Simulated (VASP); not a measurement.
# Hf (P6_3/mmc) in VASP: notebook

One crystal, Hf, is run at these levels: r2SCAN, r2SCAN+rVV10; tasks: relaxation of cell and atoms.

Program: VASP 6.6.1. These are calculated values, not measurements. Logs are shortened: lines on timing, memory, paths and dates and some standing lists are left out, and cuts for length are marked.

## (1) The crystal as given

The structure is hexagonal, space group P6_3/mmc (No. 194). The conventional cell has a = 3.192 Å, b = 3.192 Å, c = 5.045 Å, α = 90.00°, β = 90.00°, γ = 120.00°. Hf (site symmetry -6m2) has 12 Hf at 3.12 to 3.19 Å as nearest neighbours.

## (2) Relaxation of cell and atoms, r2SCAN

File INCAR:

```
PREC     = Accurate       # precision mode
ENCUT    = 600            # plane-wave cutoff, eV
EDIFF    = 1E-7           # SCF threshold, eV
ISMEAR   = 0              # smearing method
SIGMA    = 0.1            # smearing width, eV
LREAL    = False          # projectors in reciprocal space
LASPH    = True           # aspherical terms in the spheres
NELM     = 100            # most SCF steps
ALGO     = Normal         # electronic algorithm
ISIF     = 3              # what is computed and relaxed
LWAVE    = False          # write WAVECAR
LCHARG   = False          # write CHGCAR
METAGGA  = R2SCAN         # meta-GGA
LMIXTAU  = True         
IBRION   = 2              # ionic algorithm
NSW      = 90             # ionic steps
EDIFFG   = -0.005         # ionic threshold
```

File KPOINTS:

```
Automatic mesh
0
Gamma
  15 15 8
```

File POSCAR:

```
Hf
1.0
    3.1923846300      0.0000000000      0.0000000000
   -1.5961923200      2.7646861900      0.0000000000
    0.0000000000      0.0000000000      5.0450416400
Hf
2
Direct
    0.3333333300      0.6666666700      0.2500000000
    0.6666666700      0.3333333300      0.7500000000
```

Potentials or basis: VASP PAW PBE potentials, release 64 (Hf_pv).

Launch:

```console
cat potpaw_PBE.64/Hf_pv/POTCAR > POTCAR
mpirun -np 1 vasp_std > vasp.out
```

OUTCAR:

```text
PREC = Accurate
   ENCUT = 600
   EDIFF = 1E-7
   ISMEAR = 0
   LREAL = False
   LASPH = True
   NELM = 100
   ISIF = 3
   METAGGA = R2SCAN
   IBRION = 2
   NSW = 90
   EDIFFG = -0.005

 ion  position               nearest neighbor table
   1  0.333  0.667  0.250-   2 3.12   2 3.12   2 3.12   2 3.12   2 3.12   2 3.12
   2  0.667  0.333  0.750-   1 3.12   1 3.12   1 3.12   1 3.12   1 3.12   1 3.12

  LATTYP: Found a hexagonal cell.
 ALAT       =     3.1923846300
 C/A-ratio  =     1.5803364020

  Lattice vectors:

 A1 = (   3.1923846300,   0.0000000000,   0.0000000000)
 A2 = (  -1.5961923200,   2.7646861900,   0.0000000000)
 A3 = (   0.0000000000,   0.0000000000,   5.0450416400)

Analysis of symmetry for initial positions (statically):
=====================================================================
 Subroutine PRICEL returns:
 Original cell was already a primitive cell.

 Routine SETGRP: Setting up the symmetry group for a
 hexagonal supercell.

 Subroutine GETGRP returns: Found 24 space group operations
 (whereof 12 operations were pure point group operations)
 out of a pool of 24 trial point group operations.

The static configuration has the point symmetry D_3d.
 The point group associated with its full space group is D_6h.

Analysis of symmetry for dynamics (positions and initial velocities):
=====================================================================
 Subroutine PRICEL returns:
 Original cell was already a primitive cell.

 Routine SETGRP: Setting up the symmetry group for a
 hexagonal supercell.

 Subroutine GETGRP returns: Found 24 space group operations
 (whereof 12 operations were pure point group operations)
 out of a pool of 24 trial point group operations.

The dynamic configuration has the point symmetry D_3d.
 The point group associated with its full space group is D_6h.

 Subroutine INISYM returns: Found 24 space group operations
 (whereof 12 operations are pure point group operations),
 and found     1 'primitive' translations

----------------------------------------------------------------------------------------

                                     Primitive cell

  volume of cell :      44.5272

  direct lattice vectors                    reciprocal lattice vectors
     3.192384630  0.000000000  0.000000000     0.313245463  0.180852353  0.000000000
    -1.596192320  2.764686190  0.000000000     0.000000000  0.361704704  0.000000000
     0.000000000  0.000000000  5.045041640     0.000000000  0.000000000  0.198214419

  length of vectors
     3.192384630  3.192384634  5.045041640     0.361704704  0.361704704  0.198214419

  position of ions in fractional coordinates (direct lattice)
     0.333333330  0.666666670  0.250000000
     0.666666670  0.333333330  0.750000000

  ion indices of the primitive-cell ions
   primitive index   ion index
                 1           1
                 2           2

----------------------------------------------------------------------------------------

 KPOINTS: Automatic mesh

Automatic generation of k-mesh.
 Grid dimensions read from file:
 generate k-points for:   15   15    8

 Generating k-lattice:

  Cartesian coordinates                     Fractional coordinates (reciprocal lattice)
     0.020883031  0.012056824  0.000000000     0.066666667 -0.000000000  0.000000000
     0.000000000  0.024113647  0.000000000     0.000000000  0.066666667  0.000000000
     0.000000000  0.000000000  0.024776802     0.000000000  0.000000000  0.125000000

  Length of vectors
     0.024113647  0.024113647  0.024776802

  Shift w.r.t. Gamma in fractional coordinates (k-lattice)
     0.000000000  0.000000000  0.000000000

 Subroutine IBZKPT returns following result:
 ===========================================

 Found    135 irreducible k-points:

 Following reciprocal coordinates:
            Coordinates               Weight
  0.000000  0.000000  0.000000      1.000000
  0.066667  0.000000  0.000000      6.000000
  0.133333  0.000000  0.000000      6.000000
  0.200000  0.000000  0.000000      6.000000
  0.266667  0.000000  0.000000      6.000000
  0.333333  0.000000  0.000000      6.000000
[... 16 lines left out ...]
  0.333333  0.200000  0.000000     12.000000
  0.400000  0.200000  0.000000      6.000000
 [... further k-points ...]
   k-points           NKPTS =    135   k-points in BZ     NKDIM =    135   number of bands    NBANDS=     14
   number of dos      NEDOS =    301   number of ions     NIONS =      2
   total plane-waves  NPLWV =  31360
   dimension x,y,z NGX =    28 NGY =   28 NGZ =   40
   dimension x,y,z NGXF=    56 NGYF=   56 NGZF=   80
   ions per type =               2
   NGX,Y,Z   is equivalent  to a cutoff of  14.58, 14.58, 13.18 a.u.
   NGXF,Y,Z  is equivalent  to a cutoff of  29.16, 29.16, 26.36 a.u.
 SYSTEM =  unknown system
   PREC   = accura    normal or accurate (medium, high low for compatibility)
   ISTART =      0    job   : 0-new  1-cont  2-samecut
   ICHARG =      2    charge: 1-file 2-atom 10-const
   ISPIN  =      1    spin polarized calculation?
   LNONCOLLINEAR =      F non collinear calculations
   LSORBIT =      F    spin-orbit coupling
   LASPH  =      T    aspherical Exc in radial PAW
   ENCUT  =  600.0 eV  44.10 Ry    6.64 a.u.   6.38  6.38 10.08*2*pi/ulx,y,z
   NELM   =    100;   NELMIN=  2; NELMDL= -5     # of ELM steps
   EDIFF  = 0.1E-06   stopping-criterion for ELM
   LREAL  =      F    real-space projection
   EDIFFG = -.5E-02   stopping-criterion for IOM
   NSW    =     90    number of steps for IOM
   IBRION =      2    ionic relax: 0-MD 1-quasi-New 2-CG
   NFREE  =      1    steps in history (QN), initial steepest desc. (CG)
   ISIF   =      3    stress and relaxation
   ISYM   =      2    0-nonsym 1-usesym 2-fastsym
   POTIM  = 0.5000    time-step for ionic-motion
   TEBEG  =    0.0;   TEEND  =   0.0 temperature during run
   PSTRESS=    0.0 pullay stress
   NELECT =      20.0000    total number of electrons
   NUPDOWN=      -1.0000    fix difference up-down
   EMIN   =  10.00;   EMAX   =-10.00  energy-range for DOS
   EFERMI =   0.00;   METHOD = LEGACY
   ISMEAR =     0;   SIGMA  =   0.10  broadening in eV -4-tet -1-fermi 0-gaus
   EFERMI_NEDOS =   21; number of points for ismear=-14 and -15
   IALGO  =     38    algorithm
   IMIX   =      4    mixing-type and parameters
     AMIX     =   0.40;   BMIX     =  1.00
     AMIX_MAG =   1.60;   BMIX_MAG =  1.00
  volume/ion in A,a.u.               =      22.26       150.24
  Fermi-wavevector in a.u.,A,eV,Ry     =   1.253746  2.369236 21.386713  1.571879
  Thomas-Fermi vector in A             =   2.387584
   LORBIT       =      0    0 simple, 1 ext, 2 COOP (PROOUT), +10 PAW based schemes
   METAGGA = R2SCAN    functional components
   LHFCALC =     F    Hartree Fock is set to
   AEXX    =    0.0000 exact exchange contribution
   IVDW    =     0    specifies the selected vdW correction
   LEPSILON=     F    determine dielectric tensor
   LRPA    =     F    only Hartree local field effects (RPA)
 conjugate gradient relaxation of ions
 non-spin polarized calculation
 Gauss-broadening in eV      SIGMA  =   0.10
  energy-cutoff  :      600.00
  volume of cell :       44.53
 maximum number of plane-waves:      1508
 NGX is ok and might be reduce to    28

--------------------------------------- Ionic step        1  -------------------------------------------

 number of electron      20.0000000 magnetization

 Free energy of the ion-electron system (eV)
  ---------------------------------------------------
  ext. energy  EPLUGINS =         0.00000000
  ---------------------------------------------------
  free energy    TOTEN  =       -90.30674438 eV

  energy without entropy =      -90.30053353  energy(sigma->0) =      -90.30363895

------------------------ aborting loop because EDIFF is reached ----------------------------------------

  FORCE on cell =-STRESS in cart. coord.  units (eV):
  Direction    XX          YY          ZZ          XY          YZ          ZX
  --------------------------------------------------------------------------------------
  -------------------------------------------------------------------------------------
  Total       -0.0188790     -0.0188790     -0.1109185      0.0000000      0.0000000     -0.0000000
  in kB       -0.6793024     -0.6793024     -3.9910632      0.0000000      0.0000000     -0.0000000
  external PRESSURE =      -1.7832226 kB  Pullay stress =       0.0000000 kB
[... 93 lines left out ...]
  energy  without entropy=      -90.3006854086  energy(sigma->0) =      -90.30376154

--------------------------------------- Ionic step        4  -------------------------------------------

 number of electron      20.0000000 magnetization

 Free energy of the ion-electron system (eV)
  ---------------------------------------------------
  ext. energy  EPLUGINS =         0.00000000
  ---------------------------------------------------
  free energy    TOTEN  =       -90.30686168 eV

  energy without entropy =      -90.30072540  energy(sigma->0) =      -90.30379354

 E-fermi :   4.8925     XC(G=0): -12.1856

 val. band max:        4.8645719511   @ k =   0.0667   0.0667   0.0000
 cond. band min:       4.9096679769   @ k =   0.3333   0.3333   0.2500
 fundamental gap:      0.0450960258
 Fermi energy:         4.8924832375

 k-point     1 :       0.0000    0.0000    0.0000
  band No.  band energies     occupation
      1     -27.3731      2.00000
      2     -26.5862      2.00000
      3     -26.5862      2.00000
      4     -26.4534      2.00000
      5     -26.4523      2.00000
      6     -26.4523      2.00000
      7      -2.8993      2.00000
      8       1.0181      2.00000
      9       5.3344      0.00000
     10       6.2019      0.00000
     11       6.2019      0.00000
     12       6.5507      0.00000
     13       7.0921      0.00000
     14       7.0921      0.00000
[... 375 lines left out ...]
 k-point    24 :       0.4000    0.2000    0.0000
  band No.  band energies     occupation
      1     -27.1219      2.00000
      2     -26.9696      2.00000
      3     -26.9214      2.00000
      4     -26.8753      2.00000
      5     -26.7369      2.00000
      6     -26.6762      2.00000
      7       2.1332      2.00000
      8       2.6312      2.00000
      9       2.7785      2.00000
     10       3.4507      2.00000
     11       5.3824      0.00000
     12       5.5980      0.00000
     13       6.9276      0.00000
     14      10.2655      0.00000

 [... further k-points ...]
[... 5 lines left out ...]
  --------------------------------------------------------------------------------------
  -------------------------------------------------------------------------------------
  Total       -0.0045506     -0.0045506     -0.0016778      0.0000000     -0.0000000     -0.0000000
  in kB       -0.1639896     -0.1639896     -0.0604625      0.0000000     -0.0000000     -0.0000000
  external PRESSURE =      -0.1294806 kB  Pullay stress =       0.0000000 kB
[... 17 lines left out ...]
  FREE ENERGIE OF THE ION-ELECTRON SYSTEM (eV)
  ---------------------------------------------------
  free  energy   TOTEN  =       -90.3068616847 eV

  energy  without entropy=      -90.3007253966  energy(sigma->0) =      -90.30379354

 reached required accuracy - stopping structural energy minimisation
```

Run time: 11 min. Hardware: 1 thread of Intel Xeon 6975P-C (Granite Rapids), shared host; peak memory 0.26 GiB.

What came out:

```yaml
Free_energy: -90.3069 eV
Relaxed_volume: 22.23 Å³/atom
Relaxed_cell: a = 3.194 Å, b = 3.194 Å, c = 5.034 Å, α = 90.00°, β = 90.00°, γ = 120.00°
Space_group_after_relaxing_to_0.05_Å: P6_3/mmc (No. 194)
Energy_gained_by_relaxing: 0.1 meV/atom
Ionic_steps: 4
Pressure_after_relaxing: 0.0 GPa
Band_gap_on_the_k_mesh: none (metal or under the smearing width)
```

Step by step:
| step | energy change (eV) | largest force (eV/Å) | pressure (GPa) | volume (Å³) |
| --- | --- | --- | --- | --- |
| 1 | 0.0000 | 0.0000 | -0.18 | 44.53 |
| 2 | -0.0001 | 0.0000 | 0.22 | 44.37 |
| 3 | -0.0001 | 0.0000 | 0.06 | 44.43 |
| 4 | -0.0001 | 0.0000 | -0.01 | 44.46 |

Final structure:
```yaml
crystal:
  lattice:
    - [3.19356, 0.00000, 0.00000]
    - [-1.59678, 2.76570, 0.00000]
    - [0.00000, 0.00000, 5.03369]
  atoms:
    - { symbol: Hf, position: [0.33333, 0.66667, 0.25000] }
    - { symbol: Hf, position: [0.66667, 0.33333, 0.75000] }
```

Levels at points of the mesh, in eV from the Fermi level:
```tsv
k point	band 7	band 8	band 9	band 10	band 11	band 12	band 13	band 14
(0.00, 0.00, 0.00)	-7.79	-3.87	0.44	1.31	1.31	1.66	2.20	2.20
(0.00, 0.00, 0.50)	-5.71	-5.71	0.15	0.15	1.20	1.20	1.20	1.20
```

Caveat: the PAW data sets were made with another functional, which shifts forces and pressure a little. Spin-orbit coupling is left out, which matters for the levels of Hf.

## (3) Relaxation of cell and atoms, r2SCAN+rVV10

INCAR, as its differences from that of step 2:

```diff
@@ -14,2 +14,6 @@
 LMIXTAU  = True         
+LUSE_VDW = True         
+IVDW_NL  = 2            
+BPARAM   = 11.95        
+CPARAM   = 0.0093       
 IBRION   = 2              # ionic algorithm
```

KPOINTS is that of step 2.

POSCAR is that of step 2.

Potentials or basis: VASP PAW PBE potentials, release 64 (Hf_pv).

Launch:

```console
cat potpaw_PBE.64/Hf_pv/POTCAR > POTCAR
mpirun -np 1 vasp_std > vasp.out
```

Run time: 15 min. Hardware: 1 thread of Intel Xeon 6975P-C (Granite Rapids), shared host; peak memory 0.39 GiB.

The run converged. Its results:

| Quantity | Value |
| --- | --- |
| Free energy | -89.9555 eV |
| Relaxed volume | 22.07 Å³/atom |
| Relaxed cell | a = 3.185 Å, b = 3.185 Å, c = 5.022 Å, α = 90.00°, β = 90.00°, γ = 120.00° |
| Space group after relaxing (to 0.05 Å) | P6_3/mmc (No. 194) |
| Energy gained by relaxing | 0.6 meV/atom |
| Ionic steps | 5 |
| Pressure after relaxing | 0.0 GPa |
| Band gap on the k mesh | none (metal or under the smearing width) |

The path:
```
step  energy change (eV)  largest force (eV/Å)  pressure (GPa)  volume (Å³)
   1              0.0000                0.0000           -0.98        44.53
   2              0.0007                0.0000            1.28        43.66
   3             -0.0012                0.0000            0.00        44.14
   4             -0.0012                0.0000            0.02        44.13
   5             -0.0013                0.0000            0.01        44.14
```

Final structure:
```
Hf
1.0
     3.18544    0.00000    0.00000
    -1.59272    2.75867    0.00000
     0.00000    0.00000    5.02248
Hf
2
Cartesian
  0.0000 1.8391 1.2556
  1.5927 0.9196 3.7669
```

Levels at points of the mesh, in eV from the Fermi level:
| k point | band 6 | band 7 | band 8 | band 9 | band 10 | band 11 | band 12 | band 13 | band 14 |
| --- | --- | --- | --- | --- | --- | --- | --- | --- | --- |
| (0.00, 0.00, 0.00) | -31.29 | -7.83 | -3.90 | 0.46 | 1.32 | 1.32 | 1.67 | 2.22 | 2.22 |
| (0.00, 0.00, 0.50) | -31.36 | -5.73 | -5.73 | 0.15 | 0.15 | 1.21 | 1.21 | 1.21 | 1.21 |

Caveat: the PAW data sets were made with another functional, which shifts forces and pressure a little.
